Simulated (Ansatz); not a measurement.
## BN: zone-centre modes

The calculation used Ansatz, DFT PBE, scalar-relativistic, plane waves, PAW. The runs took a 420 eV cutoff, a Γ-centred 10×6×6 mesh and Gaussian smearing (0.05 eV). No spin polarisation.

Reference structure (relaxed at this level; this wurtzite form isn't the usual structure):

```xyz
8
Lattice="-2.5546 0.0000 0.0000 0.0000 0.0000 -4.2245 0.0000 -4.4247 0.0000" Properties=species:S:1:pos:R:3 pbc="T T T"
B     0.0000   -1.4749   -0.0008
B    -1.2773   -3.6872   -0.0008
B    -1.2773   -0.7374   -2.1131
B     0.0000   -2.9498   -2.1131
N     0.0000   -1.4749   -1.5834
N    -1.2773   -3.6872   -1.5834
N    -1.2773   -0.7374   -3.6956
N     0.0000   -2.9498   -3.6956
```

Harmonic modes by finite displacements of 0.02 Å, without the LO–TO term. The cell doubles the primitive one, so its zone centre also holds the primitive cell's point q = (0, 1/2, 0).

(1) At this geometry, is the structure stable against these modes?

(2) List the wavenumbers in cm⁻¹.

Answers

(1) Yes: no mode is imaginary beyond 10 cm⁻¹, and only the three translations lie near zero.

(2) 0, 0, 0, 472, 472, 478, 596, 684, 825, 859, 863, 874, 935, 939, 939, 950, 977, 999, 1006, 1040, 1040, 1075, 1109, 1110.

Cost: 1 run of about 2 core-minutes, on Arm Neoverse V2 (shared hosts).